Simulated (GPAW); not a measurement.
# Hf (Fm-3m) in GPAW: a series of runs

The runs below take Hf through relaxation of cell and atoms, with LDA.

Everything below comes from runs of GPAW 26.7.0. Logs are shortened: lines on timing, memory, paths and dates and some standing lists are left out, and cuts for length are marked. The log counts tension as positive stress, the text compression.

### Step 1. Starting point

Symmetry: Fm-3m, No. 225, cubic system. Conventional cell: a = 4.440 Å, b = 4.440 Å, c = 4.440 Å, α = 90.00°, β = 90.00°, γ = 90.00°. Hf (site symmetry m-3m) is surrounded by 12 Hf at 3.14 Å.

This isn't the form of Hf at room conditions, which is hcp.

### Step 2. Relaxation of cell and atoms, LDA

Input file run.py:

```python
from ase.filters import FrechetCellFilter
from ase.io import read, write
from ase.optimize import BFGS
from gpaw import GPAW, PW

atoms = read('POSCAR')

calc = GPAW(mode=PW(600),
            xc='LDA',
            kpts={'size': (10, 10, 10), 'gamma': True},
            occupations={'name': 'fermi-dirac', 'width': 0.05},
            nbands=14,
            convergence={'density': 1e-05, 'forces': 0.0001},
            maxiter=150,
            txt='gpaw.txt')
atoms.calc = calc
opt = BFGS(FrechetCellFilter(atoms), trajectory='relax.traj', logfile='-')
done = opt.run(fmax=0.02, steps=60)
calc.write('gs.gpw')
write('result.traj', atoms)
print('Converged:', done)
print('Cell:', atoms.cell.cellpar().round(4))
print('Volume:', round(atoms.get_volume(), 4))
print(atoms.get_scaled_positions().round(5))
```

Input file POSCAR:

```
Hf
1.0
    0.0000000000      2.2200000000      2.2200000000
    2.2200000000      0.0000000000      2.2200000000
    2.2200000000      2.2200000000      0.0000000000
Hf
1
Direct
    0.0000000000      0.0000000000      0.0000000000
```

Potentials or basis: the program's PAW data sets (release 1.2.1) made for this functional, pw.

Command:

```sh
$ OMP_NUM_THREADS=1 python run.py
```

gpaw.txt:

```text
__  _  _
 | _ |_)|_||  |
 |__||  | ||/\| - 26.7.0

Input parameters:
  mode=PW(ecut=600.0),
  convergence={'density': 1e-05, 'forces': 0.0001},
  kpts=MonkhorstPack(size=(10, 10, 10), gamma=True),
  maxiter=150,
  nbands=14,
  occupations=Occupations(name='fermi-dirac', width=0.05),
  xc=XC(name='LDA')

Diagonalizing LCAO Hamiltonian
Converting LCAO to pw mode

       Hf

Atoms  # Å, Bohr magnetons
|   | symbol |        x |        y |        z |    initial magnetic moments |
|---|--------|----------|----------|----------|-----------------------------|
| 0 |     Hf | 0.000000 | 0.000000 | 0.000000 | ( 0.0000,  0.0000,  0.0000) |

Unit cell  # Å
| periodic |        x |        y |        z |  lengths |    angles |
|----------|----------|----------|----------|----------|-----------|
|      yes | 0.000000 | 2.220000 | 2.220000 | 3.139554 | 60.000000 |
|      yes | 2.220000 | 0.000000 | 2.220000 | 3.139554 | 60.000000 |
|      yes | 2.220000 | 2.220000 | 0.000000 | 3.139554 | 60.000000 |

Number of symmetries: 48
Symmetry operations  # r_c * U_cc + t_c -> r_c
|    | kind |            matrix            |
|----|------|------------------------------|
|  0 |  σ   |  1, 0, 0,  1, 0,-1,  1,-1, 0 |
|  1 |  C2  |  1, 0, 0,  1,-1, 0,  1, 0,-1 |
|  2 |  E   |  1, 0, 0,  0, 1, 0,  0, 0, 1 |
|  3 |  σ   |  1, 0, 0,  0, 0, 1,  0, 1, 0 |
|  4 |  C4  |  1, 0,-1,  1, 0, 0,  1,-1, 0 |
|  5 |  S6  |  1, 0,-1,  1,-1, 0,  1, 0, 0 |
|  6 |  σ   |  1, 0,-1,  0, 1,-1,  0, 0,-1 |
|  7 |  C3  |  1, 0,-1,  0, 0,-1,  0, 1,-1 |
|  8 |  S6  |  1,-1, 0,  1, 0, 0,  1, 0,-1 |
[... 149 lines left out ...]
SCF iterations
|iter     | |      energy | eigst |  dens |force |
|---------|-|-------------|-------|-------|------|
|iter:   1| |   -8.339737 | -0.23 |       |      |
|iter:   2| |   -8.324084 | -3.03 | -1.34 |      |
|iter:   3| |   -8.246945 | -2.08 | -1.37 |      |
|iter:   4| |   -8.250133 | -3.47 | -1.99 |      |
|iter:   5| |   -8.250965c| -4.93 | -2.40 |      |
|iter:   6| |   -8.250968c| -7.06 | -3.78 |      |
|iter:   7| |   -8.250969c| -8.33c| -4.24 |      |
|iter:   8| |   -8.250969c| -9.97c| -5.66c|      |
|iter:   9| |   -8.250969c|-10.77c| -6.12c|-25.69c|

Converged in 9 steps
Energy contributions relative to reference atoms: (reference = -409641.328488)

Energy contributions:
  Kinetic:           4.420181
  Coulomb:          -4.028719
  Zero:             -0.491966
  External:          0.000000
  Xc:               -8.145032
  Entropy:          -0.010867
  Spinorbit:         0.000000
  ----------------------------
  Free energy:      -8.256403
  Extrapolated:     -8.250969
[... 22 lines left out ...]
No gap
No difference between direct/indirect transitions

Stress tensor  # eV/Ang^3
|         x |         y |         z |
|-----------|-----------|-----------|
|  0.033665 | -0.000000 |  0.000000 |
[... 31 lines left out ...]
|  3 |  σ   |  1, 0, 0,  0, 0, 1,  0, 1, 0 |
|  4 |  C4  |  1, 0,-1,  1, 0, 0,  1,-1, 0 |
|  5 |  S6  |  1, 0,-1,  1,-1, 0,  1, 0, 0 |
|  6 |  σ   |  1, 0,-1,  0, 1,-1,  0, 0,-1 |
|  7 |  C3  |  1, 0,-1,  0, 0,-1,  0, 1,-1 |
|  8 |  S6  |  1,-1, 0,  1, 0, 0,  1, 0,-1 |
[... 149 lines left out ...]
SCF iterations
|iter     | |      energy | eigst |  dens |force |
|---------|-|-------------|-------|-------|------|
|iter:   1| |   -8.288081 | -0.89 |       |      |
|iter:   2| |   -8.284276 | -3.94 | -1.82 |      |
|iter:   3| |   -8.265981 | -2.86 | -1.86 |      |
|iter:   4| |   -8.266601 | -4.42 | -2.74 |      |
|iter:   5| |   -8.266919c| -5.62 | -3.05 |      |
|iter:   6| |   -8.266920c| -7.77c| -4.35 |      |
|iter:   7| |   -8.266921c| -7.86c| -4.73 |      |
|iter:   8| |   -8.266921c| -9.23c| -5.71c|      |
|iter:   9| |   -8.266921c| -9.97c| -6.24c|-25.39c|

Converged in 9 steps
Energy contributions relative to reference atoms: (reference = -409641.328488)

Energy contributions:
  Kinetic:           6.907676
  Coulomb:          -6.020410
  Zero:             -0.493892
  External:          0.000000
  Xc:               -8.654970
  Entropy:          -0.010648
  Spinorbit:         0.000000
  ----------------------------
  Free energy:      -8.272245
  Extrapolated:     -8.266921
[... 22 lines left out ...]
No gap
No difference between direct/indirect transitions

Stress tensor  # eV/Ang^3
|         x |         y |        z |
|-----------|-----------|----------|
|  0.012456 | -0.000000 | 0.000000 |
| -0.000000 |  0.012456 | 0.000000 |
|  0.000000 |  0.000000 | 0.012456 |

Forces  # eV/Ang
|       x |       y |       z |
|---------|---------|---------|
| 0.00000 | 0.00000 | 0.00000 |  # Hf   0

Interpolating wave functions to new cell

       Hf

Atoms  # Å, Bohr magnetons
|   | symbol |        x |        y |         z |    initial magnetic moments |
|---|--------|----------|----------|-----------|-----------------------------|
| 0 |     Hf | 0.000000 | 0.000000 | -0.000000 | ( 0.0000,  0.0000,  0.0000) |

Unit cell  # Å
| periodic |        x |        y |         z |  lengths |    angles |
|----------|----------|----------|-----------|----------|-----------|
|      yes | 0.000000 | 2.183878 |  2.183878 | 3.088471 | 60.000000 |
|      yes | 2.183878 | 0.000000 |  2.183878 | 3.088471 | 60.000000 |
|      yes | 2.183878 | 2.183878 | -0.000000 | 3.088471 | 60.000000 |

Number of symmetries: 48
Symmetry operations  # r_c * U_cc + t_c -> r_c
|    | kind |            matrix            |
|----|------|------------------------------|
|  0 |  σ   |  1, 0, 0,  1, 0,-1,  1,-1, 0 |
|  1 |  C2  |  1, 0, 0,  1,-1, 0,  1, 0,-1 |
|  2 |  E   |  1, 0, 0,  0, 1, 0,  0, 0, 1 |
|  3 |  σ   |  1, 0, 0,  0, 0, 1,  0, 1, 0 |
|  4 |  C4  |  1, 0,-1,  1, 0, 0,  1,-1, 0 |
|  5 |  S6  |  1, 0,-1,  1,-1, 0,  1, 0, 0 |
|  6 |  σ   |  1, 0,-1,  0, 1,-1,  0, 0,-1 |
|  7 |  C3  |  1, 0,-1,  0, 0,-1,  0, 1,-1 |
|  8 |  S6  |  1,-1, 0,  1, 0, 0,  1, 0,-1 |
[... 149 lines left out ...]
SCF iterations
|iter     | |      energy | eigst |  dens |force |
|---------|-|-------------|-------|-------|------|
|iter:   1| |   -8.275660 | -1.39 |       |      |
|iter:   2| |   -8.274485 | -4.46 | -2.08 |      |
|iter:   3| |   -8.268818 | -3.38 | -2.12 |      |
|iter:   4| |   -8.269008c| -4.93 | -2.99 |      |
|iter:   5| |   -8.269107c| -6.13 | -3.31 |      |
|iter:   6| |   -8.269107c| -8.32c| -4.60 |      |
|iter:   7| |   -8.269107c| -8.39c| -4.99 |      |
|iter:   8| |   -8.269107c| -9.76c| -5.98c|      |
|iter:   9| |   -8.269107c|-10.49c| -6.51c|-25.04c|

Converged in 9 steps
Energy contributions relative to reference atoms: (reference = -409641.328488)

Energy contributions:
  Kinetic:           8.342907
  Coulomb:          -7.165592
  Zero:             -0.494952
  External:          0.000000
  Xc:               -8.946097
  Entropy:          -0.010745
  Spinorbit:         0.000000
  ----------------------------
  Free energy:      -8.274480
  Extrapolated:     -8.269107
[... 22 lines left out ...]
No gap
No difference between direct/indirect transitions

Stress tensor  # eV/Ang^3
|         x |         y |         z |
|-----------|-----------|-----------|
| -0.000497 |  0.000000 |  0.000000 |
|  0.000000 | -0.000497 | -0.000000 |
|  0.000000 | -0.000000 | -0.000497 |

Forces  # eV/Ang
|       x |       y |        z |
|---------|---------|----------|
| 0.00000 | 0.00000 | -0.00000 |  # Hf   0

# Writing to gs.gpw (mode='')
```

It took 30 s on 1 thread of Arm Neoverse V1, shared host; peak memory 0.15 GiB.

What came out:

| Quantity | Value |
| --- | --- |
| Free energy | -8.2745 eV |
| Relaxed volume | 20.83 Å³/atom |
| Relaxed cell | a = 3.088 Å, b = 3.088 Å, c = 3.088 Å, α = 60.00°, β = 60.00°, γ = 60.00° |
| Space group after relaxing (to 0.05 Å) | Fm-3m (No. 225) |
| Energy gained by relaxing | 18.1 meV/atom |
| Ionic steps | 3 |
| Pressure after relaxing | 0.1 GPa |
| Band gap on the k mesh | none (metal or under the smearing width) |

The path:
```tsv
step	energy change (eV)	largest force (eV/Å)	pressure (GPa)	volume (Å³)
1	0.0000	0.0000	-5.39	21.88
2	-0.0160	0.0000	-2.00	21.20
3	-0.0181	0.0000	0.08	20.83
```

Final structure:
```yaml
crystal:
  lattice:
    - [0.00000, 2.18388, 2.18388]
    - [2.18388, 0.00000, 2.18388]
    - [2.18388, 2.18388, 0.00000]
  atoms:
    - { symbol: Hf, position: [0.00000, 0.00000, 0.00000] }
```

Levels at points of the mesh, in eV from the Fermi level:
| k point | band 2 | band 3 | band 4 | band 5 | band 6 | band 7 | band 8 | band 9 | band 10 |
| --- | --- | --- | --- | --- | --- | --- | --- | --- | --- |
| (0.00, 0.00, 0.00) | -29.78 | -29.78 | -29.78 | -7.38 | 1.36 | 1.36 | 1.36 | 4.35 | 4.35 |
| (0.50, 0.50, 0.00) | -30.74 | -30.14 | -30.14 | -3.56 | -2.41 | 3.00 | 6.69 | 7.40 | 7.40 |
| (0.50, 0.50, 0.50) | -30.81 | -29.91 | -29.91 | -3.83 | 0.93 | 1.10 | 1.10 | 6.70 | 6.70 |

Caveat: later steps reuse the first step's grids. LDA usually gives volumes a few per cent too small.

### Step 3. Relaxation of cell and atoms, LDA, target pressure 2 GPa, at which the enthalpy is minimised

run.py: that of step 2 with these lines changed.

```diff
@@ -3,5 +3,6 @@
 from ase.optimize import BFGS
+from ase.units import GPa
 from gpaw import GPAW, PW
 
-atoms = read('POSCAR')
+atoms = read('Hf.xyz')
 
@@ -16,3 +17,3 @@
 atoms.calc = calc
-opt = BFGS(FrechetCellFilter(atoms), trajectory='relax.traj', logfile='-')
+opt = BFGS(FrechetCellFilter(atoms, scalar_pressure=2 * GPa), trajectory='relax.traj', logfile='-')
 done = opt.run(fmax=0.02, steps=60)
```

Input file Hf.xyz:

```xyz
1
Lattice="0.0000000000 2.2200000000 2.2200000000 2.2200000000 0.0000000000 2.2200000000 2.2200000000 2.2200000000 0.0000000000" Properties=species:S:1:pos:R:3 pbc="T T T"
Hf     0.0000000000      0.0000000000      0.0000000000
```

Potentials or basis: the program's PAW data sets (release 1.2.1) made for this functional, pw.

Command:

```sh
$ OMP_NUM_THREADS=1 python run.py
```

It took 30 s on 1 thread of Arm Neoverse V1, shared host; peak memory 0.15 GiB.

Results (log left out):

| Quantity | Value |
| --- | --- |
| Free energy | -8.2722 eV |
| Relaxed volume | 20.49 Å³/atom |
| Relaxed cell | a = 3.072 Å, b = 3.072 Å, c = 3.072 Å, α = 60.00°, β = 60.00°, γ = 60.00° |
| Space group after relaxing (to 0.05 Å) | Fm-3m (No. 225) |
| Energy change on relaxing (the enthalpy is what falls) | -15.7 meV/atom |
| Ionic steps | 3 |
| Pressure after relaxing | 2.1 GPa |
| Band gap on the k mesh | none (metal or under the smearing width) |

Step by step:
| step | energy change (eV) | largest force (eV/Å) | pressure (GPa) | volume (Å³) |
| --- | --- | --- | --- | --- |
| 1 | 0.0000 | 0.0000 | -5.39 | 21.88 |
| 2 | -0.0180 | 0.0000 | -0.63 | 20.96 |
| 3 | -0.0157 | 0.0000 | 2.13 | 20.49 |

Final structure:
```cif
data_structure
_symmetry_space_group_name_H-M 'P 1'
_symmetry_Int_Tables_number 1
_cell_length_a 3.0716
_cell_length_b 3.0716
_cell_length_c 3.0716
_cell_angle_alpha 60.000
_cell_angle_beta 60.000
_cell_angle_gamma 60.000
_cell_volume 20.49
loop_
_atom_site_label
_atom_site_type_symbol
_atom_site_fract_x
_atom_site_fract_y
_atom_site_fract_z
_atom_site_occupancy
Hf1 Hf 0.00000 0.00000 0.00000 1
```

Levels at points of the mesh, in eV from the Fermi level:
```
           k point  band 4  band 5  band 6  band 7  band 8  band 9
(0.00, 0.00, 0.00)  -29.72   -7.43    1.37    1.37    1.37    4.42
(0.50, 0.50, 0.00)  -30.10   -3.63   -2.47    3.11    6.81    7.54
(0.50, 0.50, 0.50)  -29.86   -3.88    1.00    1.10    1.10    6.82
```

Caveat: later steps reuse the first step's grids. The run has no spin-orbit coupling, so splittings on Hf are missing.

(Part 1 of 2 ends here.)
